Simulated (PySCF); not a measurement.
A run of PySCF 2.14.0:

Contents of run.py:

```python
import json
import numpy as np
from pyscf.pbc import gto, scf, dft, df

cell = gto.Cell()
cell.basis = 'DZVP-MOLOPT-SR-GTH-q13'
cell.pseudo = 'GTH-PBE-q13'
cell.fromfile('Nb.xyz')
cell.ke_cutoff = 103  # hartree
cell.exp_to_discard = 0.02
cell.precision = 1e-08
cell.space_group_symmetry = True
cell.symmorphic = False
cell.max_memory = 5880  # MB
cell.verbose = 4
cell.build()

res = {}
kpts = cell.make_kpts([2, 2, 2], space_group_symmetry=True, time_reversal_symmetry=True)
cell.space_group_symmetry = False  # the mesh holds the operations; no search on the supercells of the integral code
mf = dft.KRKS(cell, kpts, xc='GGA_X_N12,GGA_C_N12')
mf = mf.multigrid_numint()
mf = mf.smearing(sigma=0.00183747, method='fermi')  # hartree
mf.conv_tol = 1e-07
mf.max_cycle = 60

mf.kernel()
res.update(converged=bool(mf.converged), e_tot=mf.e_tot, nelec=cell.nelectron, nao=cell.nao, mesh=list(map(int, cell.mesh)), a=cell.lattice_vectors().tolist(), coords=cell.atom_coords().tolist(),
           mo_energy=[np.real(x).tolist() for x in mf.mo_energy], mo_occ=[np.real(x).tolist() for x in mf.mo_occ])
res.update(e_free=mf.e_free, e_zero=mf.e_zero)
res.update(kpts=kpts.kpts_scaled_ibz.tolist(), weights=kpts.weights_ibz.tolist())
res['parts'] = {k: float(np.real(v)) for k, v in mf.scf_summary.items() if np.isscalar(v)}
json.dump(res, open('results.json', 'w'))
if not mf.converged:
    raise SystemExit('SCF not converged')

print('levels (eV)')
for i, kp in enumerate(res['kpts'][:40]):
    print('k %7.4f %7.4f %7.4f  ' % tuple(kp), ' '.join('%.3f' % (x * 27.211386) for x in res['mo_energy'][i][:12]))

mf = mf.to_khf()  # unfold to the whole mesh
kpts = mf.kpts
# Mulliken populations
dm, s = np.asarray(mf.make_rdm1()), np.asarray(mf.get_ovlp())
sites = cell.aoslice_by_atom()[:, 2:]
tot = np.einsum('kij,kji->i', dm, s).real / len(kpts)
res['mulliken'] = [cell.atom_charge(i) - tot[a0:a1].sum() for i, (a0, a1) in enumerate(sites)]
print('Mulliken charges', np.round(res['mulliken'], 5))

scaled = np.array([[0.0, 0.0, 0.0], [0.0625, -0.0625, 0.0625], [0.125, -0.125, 0.125], [0.1875, -0.1875, 0.1875], [0.25, -0.25, 0.25], [0.3125, -0.3125, 0.3125], [0.375, -0.375, 0.375], [0.4375, -0.4375, 0.4375], [0.5, -0.5, 0.5], [0.4, -0.4, 0.5], [0.3, -0.3, 0.5], [0.2, -0.2, 0.5], [0.1, -0.1, 0.5], [0.0, 0.0, 0.5], [0.0, 0.0, 0.4], [0.0, 0.0, 0.3], [0.0, 0.0, 0.2], [0.0, 0.0, 0.1], [0.0, 0.0, 0.0], [0.03125, 0.03125, 0.03125], [0.0625, 0.0625, 0.0625], [0.09375, 0.09375, 0.09375], [0.125, 0.125, 0.125], [0.15625, 0.15625, 0.15625], [0.1875, 0.1875, 0.1875], [0.21875, 0.21875, 0.21875], [0.25, 0.25, 0.25], [0.28125, 0.15625, 0.28125], [0.3125, 0.0625, 0.3125], [0.34375, -0.03125, 0.34375], [0.375, -0.125, 0.375], [0.40625, -0.21875, 0.40625], [0.4375, -0.3125, 0.4375], [0.46875, -0.40625, 0.46875], [0.5, -0.5, 0.5], [0.25, 0.25, 0.25], [0.1875, 0.1875, 0.3125], [0.125, 0.125, 0.375], [0.0625, 0.0625, 0.4375], [0.0, 0.0, 0.5]])  # GHNGPH,PN
e_kn = mf.get_bands(cell.get_abs_kpts(scaled))[0]
res.update(band_k=np.asarray(scaled).tolist(), bands=np.asarray(e_kn).real.tolist())
for kp, e in zip(scaled, np.asarray(e_kn).real):
    print('k %7.4f %7.4f %7.4f  ' % tuple(kp), ' '.join('%8.3f' % (x * 27.211386) for x in e[:13]))
res['done'] = True
json.dump(res, open('results.json', 'w'))
```

Contents of Nb.xyz:

```xyz
1
Lattice="-1.6639500000 1.6639500000 1.6639500000 1.6639500000 -1.6639500000 1.6639500000 1.6639500000 1.6639500000 -1.6639500000" Properties=species:S:1:pos:R:3 pbc="T T T"
Nb     0.0000000000      0.0000000000      0.0000000000
```

Potentials or basis: DZVP-MOLOPT-SR/GTH-PBE (potentials made for PBE).

Command:

```console
$ OMP_NUM_THREADS=4 python -u run.py > log
```

Hardware: 4 threads of AMD EPYC (Zen 3) (shared host).

Q: How long does it take, and how much memory?

A: It took 2.7 min on 4 threads of AMD EPYC (Zen 3), with other jobs on the host, peak memory 3 GiB. Counts: scf iterations 5, basis 26, k points 3.
